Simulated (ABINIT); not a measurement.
Here is an ABINIT 10.8.3 (patched build) calculation.

Contents of run.abi:

```
# Datasets: ground state, then fixed potential
ndtset 2

# Pseudopotentials
pp_dirpath "./"
pseudos "Fe.GGA_PBE-ansatz.xml"

# Structure
acell 5.2205685297 4.6699410662 4.6349071117
rprim
     0.0000000000     0.7028652530     0.7113230181
     0.6063546897     0.0000000000     0.7951943098
     0.6109379536     0.7916784807     0.0000000000
ntypat 1
znucl 26
natom 1
typat 1
xred
     0.0000000000     0.0000000000     0.0000000000
chkprim 0
chksymtnons 0
tolsym 1.0e-6

# Plane-wave basis
ecut 489.804952 eV
pawecutdg 36.0
pawovlp 30

# Exchange and correlation
ixc 7

# Bands and occupations
occopt 3
tsmear 0.05 eV

# Spin
nsppol 2
spinat
     0.0000000000     0.0000000000     3.0000000000

# SCF cycle
nstep 100

# Output
iomode 3
prtwf 0
prteig 0
prtebands 0
prtden1 1

# Dataset 1
kptopt1 1
ngkpt1 13 13 13
nshiftk1 1
shiftk1 0.0 0.0 0.0
nband1 13
tolvrs1 1.0e-9

# Dataset 2: bands along G-Y-C-D-X-G-Z-D1-H-C
iscf2 -2
getden2 1
nband2 19
nbdbuf2 4
tolwfr2 1.0e-11
kptopt2 -9
ndivsm2 5
prteig2 1
prtvol2 -3
kptbounds2
     0.0000000000     0.0000000000     0.0000000000
     0.5000000000     0.0000000000     0.5000000000
     0.5000000000     0.2464806240     0.7464806240
     0.0742892414     0.5000000000     0.5742892414
     0.0000000000     0.5000000000     0.5000000000
     0.0000000000     0.0000000000     0.0000000000
     0.5000000000     0.5000000000     0.0000000000
     0.9257107586     0.5000000000     0.4257107586
     0.9239121170     0.4239121170     0.5000000000
     0.5000000000     0.2464806240     0.7464806240
```

Potentials or basis: Ansatz PAW PBE default generated set, frozen core.

Command:

```sh
$ abinit run.abi > log 2>&1
```

Task: What does it give for the net moment?

Result: 2.14 μB per cell.

Task: Estimate the pressure.

Result: -18.7 GPa.

Stress tensor (GPa, compression positive):
```
-24.20   0.00   0.00
  0.00 -15.17   0.00
  0.00   0.00 -16.65
```

Caveat: the PAW data sets were made with another functional, which shifts forces and pressure a little; the atomic spheres overlap.
